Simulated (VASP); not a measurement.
# Pt (Fm-3m) in VASP: a series of runs

One crystal, Pt, is run at these levels: PBE+D3(BJ); tasks: equation of state.

Everything below comes from runs of VASP 6.6.1. Logs are shortened: lines on timing, memory, paths and dates and some standing lists are left out, and cuts for length are marked.

## 1. Starting point

The structure is cubic, space group Fm-3m (No. 225). The conventional cell has a = 3.927 Å, b = 3.927 Å, c = 3.927 Å, α = 90.00°, β = 90.00°, γ = 90.00°. Around Pt (site symmetry m-3m) lie 12 Pt at 2.78 Å.

## 2. Equation of state, PBE+D3(BJ), 14.54 Å³/atom (a relaxed cell with its volume scaled by 0.96)

File INCAR:

```
PREC = Accurate ; ENCUT = 520
EDIFF = 1E-6 ; ISMEAR = -1
SIGMA = 0.05 ; LREAL = False
LASPH = True ; NELM = 60
ALGO = Normal ; ISIF = 2
LWAVE = False ; LCHARG = False
GGA = PE ; IVDW = 12
```

File KPOINTS:

```
Automatic mesh
0
Gamma
  10 10 10
```

File POSCAR:

```
Pt                                      
1.0
   -0.0000000000      1.9370883090      1.9370883090
    1.9370883090      0.0000000000      1.9370883090
    1.9370883090      1.9370883090      0.0000000000
  Pt            
     1
Direct
     0.0000000000000000    0.0000000000000000    0.0000000000000000
```

Potentials or basis: VASP PAW PBE potentials, release 64 (Pt).

Command:

```
$ cat potpaw_PBE.64/Pt/POTCAR > POTCAR
$ mpirun -np 1 vasp_std > vasp.out
```

OUTCAR:

```text
PREC = Accurate
   ENCUT = 520
   EDIFF = 1E-6
   ISMEAR = -1
   LREAL = False
   LASPH = True
   NELM = 60
   ISIF = 2
   GGA = PE
   IVDW = 12
 IVDW          = 12

 ion  position               nearest neighbor table
   1  0.000  0.000  0.000-

  LATTYP: Found a face centered cubic cell.
 ALAT       =     3.8741766180

  Lattice vectors:

 A1 = (   0.0000000000,   1.9370883090,   1.9370883090)
 A2 = (   1.9370883090,   0.0000000000,   1.9370883090)
 A3 = (   1.9370883090,   1.9370883090,   0.0000000000)

Analysis of symmetry for initial positions (statically):
=====================================================================
 Subroutine PRICEL returns:
 Original cell was already a primitive cell.

 Routine SETGRP: Setting up the symmetry group for a
 face centered cubic supercell.

 Subroutine GETGRP returns: Found 48 space group operations
 (whereof 48 operations were pure point group operations)
 out of a pool of 48 trial point group operations.

The static configuration has the point symmetry O_h .

Analysis of symmetry for dynamics (positions and initial velocities):
=====================================================================
 Subroutine PRICEL returns:
 Original cell was already a primitive cell.

 Routine SETGRP: Setting up the symmetry group for a
 face centered cubic supercell.

 Subroutine GETGRP returns: Found 48 space group operations
 (whereof 48 operations were pure point group operations)
 out of a pool of 48 trial point group operations.

The dynamic configuration has the point symmetry O_h .

 Subroutine INISYM returns: Found 48 space group operations
 (whereof 48 operations are pure point group operations),
 and found     1 'primitive' translations

----------------------------------------------------------------------------------------

                                     Primitive cell

  volume of cell :      14.5371

  direct lattice vectors                    reciprocal lattice vectors
     0.000000000  1.937088309  1.937088309    -0.258119363  0.258119363  0.258119363
     1.937088309  0.000000000  1.937088309     0.258119363 -0.258119363  0.258119363
     1.937088309  1.937088309  0.000000000     0.258119363  0.258119363 -0.258119363

  length of vectors
     2.739456558  2.739456558  2.739456558     0.447075851  0.447075851  0.447075851

  position of ions in fractional coordinates (direct lattice)
     0.000000000  0.000000000  0.000000000

  ion indices of the primitive-cell ions
   primitive index   ion index
                 1           1

----------------------------------------------------------------------------------------

 KPOINTS: Automatic mesh

Automatic generation of k-mesh.
 Grid dimensions read from file:
 generate k-points for:   10   10   10

 Generating k-lattice:

  Cartesian coordinates                     Fractional coordinates (reciprocal lattice)
    -0.025811936  0.025811936  0.025811936     0.100000000  0.000000000  0.000000000
     0.025811936 -0.025811936  0.025811936     0.000000000  0.100000000  0.000000000
     0.025811936  0.025811936 -0.025811936     0.000000000  0.000000000  0.100000000

  Length of vectors
     0.044707585  0.044707585  0.044707585

  Shift w.r.t. Gamma in fractional coordinates (k-lattice)
     0.000000000  0.000000000  0.000000000

 Subroutine IBZKPT returns following result:
 ===========================================

 Found     47 irreducible k-points:

 Following reciprocal coordinates:
            Coordinates               Weight
  0.000000  0.000000  0.000000      1.000000
  0.100000  0.000000  0.000000      8.000000
  0.200000  0.000000  0.000000      8.000000
  0.300000  0.000000  0.000000      8.000000
  0.400000  0.000000  0.000000      8.000000
  0.500000  0.000000  0.000000      4.000000
[... 16 lines left out ...]
  0.300000  0.300000  0.000000      6.000000
  0.400000  0.300000  0.000000     24.000000
 [... further k-points ...]
   k-points           NKPTS =     47   k-points in BZ     NKDIM =     47   number of bands    NBANDS=      9
   number of dos      NEDOS =    301   number of ions     NIONS =      1
   total plane-waves  NPLWV =   8000
   dimension x,y,z NGX =    20 NGY =   20 NGZ =   20
   dimension x,y,z NGXF=    40 NGYF=   40 NGZF=   40
   ions per type =               1
   NGX,Y,Z   is equivalent  to a cutoff of  12.14, 12.14, 12.14 a.u.
   NGXF,Y,Z  is equivalent  to a cutoff of  24.27, 24.27, 24.27 a.u.
 SYSTEM =  unknown system
   PREC   = accura    normal or accurate (medium, high low for compatibility)
   ISTART =      0    job   : 0-new  1-cont  2-samecut
   ICHARG =      2    charge: 1-file 2-atom 10-const
   ISPIN  =      1    spin polarized calculation?
   LNONCOLLINEAR =      F non collinear calculations
   LSORBIT =      F    spin-orbit coupling
   LASPH  =      T    aspherical Exc in radial PAW
   ENCUT  =  520.0 eV  38.22 Ry    6.18 a.u.   5.09  5.09  5.09*2*pi/ulx,y,z
   NELM   =     60;   NELMIN=  2; NELMDL= -5     # of ELM steps
   EDIFF  = 0.1E-05   stopping-criterion for ELM
   LREAL  =      F    real-space projection
   EDIFFG = 0.1E-04   stopping-criterion for IOM
   NSW    =      0    number of steps for IOM
   IBRION =     -1    ionic relax: 0-MD 1-quasi-New 2-CG
   NFREE  =      0    steps in history (QN), initial steepest desc. (CG)
   ISIF   =      2    stress and relaxation
   ISYM   =      2    0-nonsym 1-usesym 2-fastsym
   POTIM  = 0.5000    time-step for ionic-motion
   TEBEG  =    0.0;   TEEND  =   0.0 temperature during run
   PSTRESS=    0.0 pullay stress
   NELECT =      10.0000    total number of electrons
   NUPDOWN=      -1.0000    fix difference up-down
   EMIN   =  10.00;   EMAX   =-10.00  energy-range for DOS
   EFERMI =   0.00;   METHOD = LEGACY
   ISMEAR =    -1;   SIGMA  =   0.05  broadening in eV -4-tet -1-fermi 0-gaus
   EFERMI_NEDOS =   21; number of points for ismear=-14 and -15
   IALGO  =     38    algorithm
   IMIX   =      4    mixing-type and parameters
     AMIX     =   0.40;   BMIX     =  1.00
     AMIX_MAG =   1.60;   BMIX_MAG =  1.00
  volume/ion in A,a.u.               =      14.54        98.10
  Fermi-wavevector in a.u.,A,eV,Ry     =   1.445158  2.730953 28.415528  2.088482
  Thomas-Fermi vector in A             =   2.563372
   LORBIT       =      0    0 simple, 1 ext, 2 COOP (PROOUT), +10 PAW based schemes
   GGA     = PE    functional components
   LHFCALC =     F    Hartree Fock is set to
   AEXX    =    0.0000 exact exchange contribution
   IVDW    =    12    specifies the selected vdW correction
   LEPSILON=     F    determine dielectric tensor
   LRPA    =     F    only Hartree local field effects (RPA)
 non-spin polarized calculation
  energy-cutoff  :      520.00
  volume of cell :       14.54
 maximum number of plane-waves:       399
   NGX = 11   NGY = 11   NGZ = 11

 number of electron      10.0000000 magnetization

 number of electron       9.9999999 magnetization

 Free energy of the ion-electron system (eV)
  ---------------------------------------------------
  ext. energy  EPLUGINS =         0.00000000
  ---------------------------------------------------
  free energy    TOTEN  =        -6.01995107 eV

  energy without entropy =       -6.00918317  energy(sigma->0) =       -6.01456712

 E-fermi :  12.0089     XC(G=0): -13.7120

 val. band max:       12.0029430562   @ k =   0.5000   0.5000   0.0000
 cond. band min:      12.0406844774   @ k =   0.5000   0.0000   0.0000
 fundamental gap:      0.0377414212
 Fermi energy:        12.0088506767

 k-point     1 :       0.0000    0.0000    0.0000
  band No.  band energies     occupation
      1       1.3492      2.00000
      2       7.9704      2.00000
      3       7.9704      2.00000
      4       7.9704      2.00000
      5      10.2588      2.00000
      6      10.2588      2.00000
      7      26.5138      0.00000
      8      31.6876      0.00000
      9      31.6876      0.00000

 k-point     2 :       0.1000    0.0000    0.0000
  band No.  band energies     occupation
      1       1.7606      2.00000
      2       7.7909      2.00000
      3       8.1287      2.00000
      4       8.1287      2.00000
      5      10.1748      2.00000
      6      10.1748      2.00000
      7      27.1549      0.00000
      8      29.9164      0.00000
      9      32.3379      0.00000

 k-point     3 :       0.2000    0.0000    0.0000
  band No.  band energies     occupation
      1       2.8419      2.00000
      2       7.5235      2.00000
      3       8.3712      2.00000
      4       8.3712      2.00000
      5      10.2037      2.00000
      6      10.2037      2.00000
      7      27.0408      0.00000
      8      28.3787      0.00000
      9      34.0895      0.00000

 k-point     4 :       0.3000    0.0000    0.0000
  band No.  band energies     occupation
      1       3.9280      2.00000
      2       8.0042      2.00000
      3       8.2611      2.00000
      4       8.2611      2.00000
      5      10.8195      2.00000
      6      10.8195      2.00000
      7      23.7875      0.00000
      8      27.8924      0.00000
      9      34.6619      0.00000
[... 205 lines left out ...]
 k-point    22 :      -0.2000    0.2000    0.0000
  band No.  band energies     occupation
      1       4.8381      2.00000
      2       6.9621      2.00000
      3       7.9951      2.00000
      4       9.2173      2.00000
      5       9.4491      2.00000
      6      12.4213      0.00052
      7      24.9494      0.00000
      8      27.7515      0.00000
      9      30.4846      0.00000

 k-point    23 :       0.3000    0.3000    0.0000
  band No.  band energies     occupation
      1       4.7141      2.00000
      2       5.8478      2.00000
      3       9.1182      2.00000
      4      10.4108      2.00000
      5      10.4108      2.00000
      6      11.3474      2.00000
      7      27.8120      0.00000
      8      27.8120      0.00000
      9      29.0140      0.00000

 k-point    24 :       0.4000    0.3000    0.0000
  band No.  band energies     occupation
      1       5.0099      2.00000
      2       5.6525      2.00000
      3       9.2065      2.00000
      4      10.5938      2.00000
      5      11.9330      1.63998
      6      12.2078      0.03673
      7      24.2495      0.00000
      8      26.5691      0.00000
      9      27.1611      0.00000

 [... further k-points ...]

------------------------ aborting loop because EDIFF is reached ----------------------------------------

 Edisp (eV)   -0.80968

 E8    (eV) :    -0.3716

  FORCE on cell =-STRESS in cart. coord.  units (eV):
  Direction    XX          YY          ZZ          XY          YZ          ZX
  --------------------------------------------------------------------------------------
  -------------------------------------------------------------------------------------
  Total       1.14060     1.14060     1.14060     0.00000     0.00000    -0.00000
  in kB     125.70826   125.70826   125.70826     0.00000     0.00000    -0.00000
  external pressure =      125.71 kB  Pullay stress =        0.00 kB

 VOLUME and BASIS-vectors are now :
 -----------------------------------------------------------------------------
  energy-cutoff  :      520.00
  volume of cell :       14.54
      direct lattice vectors                 reciprocal lattice vectors
     0.000000000  1.937088309  1.937088309    -0.258119363  0.258119363  0.258119363
     1.937088309  0.000000000  1.937088309     0.258119363 -0.258119363  0.258119363
     1.937088309  1.937088309  0.000000000     0.258119363  0.258119363 -0.258119363

 POSITION                                       TOTAL-FORCE (eV/Angst)
 -----------------------------------------------------------------------------------
      0.00000      0.00000      0.00000         0.000000      0.000000      0.000000
 -----------------------------------------------------------------------------------
    total drift:                                0.000000     -0.000000     -0.000000

  FREE ENERGIE OF THE ION-ELECTRON SYSTEM (eV)
  ---------------------------------------------------
  free  energy   TOTEN  =        -6.8296266786 eV

  energy  without entropy=       -6.8188587847  energy(sigma->0) =       -6.82424273
```

Run time: 4.6 s. Hardware: 1 thread of Intel Xeon Platinum 8488C (Sapphire Rapids), shared host; peak memory 0.14 GiB.

What came out:

* Free energy: -6.8296 eV
* Pressure: 12.6 GPa
* Band gap on the k mesh: none (metal or under the smearing width)
* Dispersion energy per atom: -0.810 eV

Caveat: pairwise dispersion overbinds metals, which lowers pressure and volume.

## 3. Equation of state, PBE+D3(BJ), 14.84 Å³/atom (a relaxed cell with its volume scaled by 0.98)

INCAR is that of step 2.

KPOINTS is that of step 2.

File POSCAR:

```
Pt                                      
1.0
   -0.0000000000      1.9504479609      1.9504479609
    1.9504479609      0.0000000000      1.9504479609
    1.9504479609      1.9504479609      0.0000000000
  Pt            
     1
Direct
     0.0000000000000000    0.0000000000000000    0.0000000000000000
```

Potentials or basis: VASP PAW PBE potentials, release 64 (Pt).

Command:

```
$ cat potpaw_PBE.64/Pt/POTCAR > POTCAR
$ mpirun -np 1 vasp_std > vasp.out
```

Wall time 5.2 s (1 thread of Intel Xeon Platinum 8488C (Sapphire Rapids), shared host); peak memory 0.15 GiB.

It converged, with:

```yaml
Free_energy: -6.8472 eV
Pressure: 5.8 GPa
Band_gap_on_the_k_mesh: none (metal or under the smearing width)
Dispersion_energy_per_atom: -0.792 eV
```

Caveat: pairwise dispersion overbinds metals, which lowers pressure and volume.

## 4. Equation of state, PBE+D3(BJ), 15.14 Å³/atom

INCAR is that of step 3.

KPOINTS is that of step 3.

File POSCAR:

```
Pt                                      
1.0
   -0.0000000000      1.9636270631      1.9636270631
    1.9636270631      0.0000000000      1.9636270631
    1.9636270631      1.9636270631      0.0000000000
  Pt            
     1
Direct
     0.0000000000000000    0.0000000000000000    0.0000000000000000
```

Command:

```
$ cat potpaw_PBE.64/Pt/POTCAR > POTCAR
$ mpirun -np 1 vasp_std > vasp.out
```

Wall time 4.8 s (1 thread of Intel Xeon Platinum 8488C (Sapphire Rapids), shared host); peak memory 0.15 GiB.

Results (log left out):

```yaml
Free_energy: -6.8528 eV
Pressure: -0.1 GPa
Band_gap_on_the_k_mesh: none (metal or under the smearing width)
Dispersion_energy_per_atom: -0.776 eV
```

Caveat: pairwise dispersion overbinds metals, which lowers pressure and volume.

## 5. Equation of state, PBE+D3(BJ), 15.45 Å³/atom (a relaxed cell with its volume scaled by 1.02)

INCAR is that of step 4.

KPOINTS is that of step 4.

File POSCAR:

```
Pt                                      
1.0
   -0.0000000000      1.9766315948      1.9766315948
    1.9766315948      0.0000000000      1.9766315948
    1.9766315948      1.9766315948      0.0000000000
  Pt            
     1
Direct
     0.0000000000000000    0.0000000000000000    0.0000000000000000
```

Command:

```
$ cat potpaw_PBE.64/Pt/POTCAR > POTCAR
$ mpirun -np 1 vasp_std > vasp.out
```

It took 4.9 s on 1 thread of Intel Xeon Platinum 8488C (Sapphire Rapids), shared host; peak memory 0.15 GiB.

Results (log left out):

- Free energy: -6.8479 eV
- Pressure: -5.3 GPa
- Band gap on the k mesh: none (metal or under the smearing width)
- Dispersion energy per atom: -0.760 eV

Caveat: pairwise dispersion overbinds metals, which lowers pressure and volume.

## 6. Equation of state, PBE+D3(BJ), 15.75 Å³/atom (a relaxed cell with its volume scaled by 1.04)

INCAR is that of step 5.

KPOINTS is that of step 5.

File POSCAR:

```
Pt                                      
1.0
   -0.0000000000      1.9894672246      1.9894672246
    1.9894672246      0.0000000000      1.9894672246
    1.9894672246      1.9894672246      0.0000000000
  Pt            
     1
Direct
     0.0000000000000000    0.0000000000000000    0.0000000000000000
```

Potentials or basis: VASP PAW PBE potentials, release 64 (Pt).

Command:

```
$ cat potpaw_PBE.64/Pt/POTCAR > POTCAR
$ mpirun -np 1 vasp_std > vasp.out
```

Run time: 4.7 s. Hardware: 1 thread of Intel Xeon Platinum 8488C (Sapphire Rapids), shared host; peak memory 0.15 GiB.

Results (log left out):

```yaml
Free_energy: -6.8337 eV
Pressure: -9.8 GPa
Band_gap_on_the_k_mesh: none (metal or under the smearing width)
Dispersion_energy_per_atom: -0.745 eV
```

Caveat: pairwise dispersion overbinds metals, which lowers pressure and volume.

## 7. Equation of state, PBE+D3(BJ)

No new run: the results of the series are fitted here.

Results:

```
Equilibrium volume                      : 15.15 Å³/atom
Bulk modulus                            : 277 GPa
Pressure derivative of the bulk modulus : 5.5 (rough: it moves with the points fitted)
```

Energy against volume, from the lowest point:
```csv
volume (Å³/atom),energy (meV/atom)
14.537,23.15
14.840,5.60
15.143,0.00
15.446,4.92
15.749,19.06
```
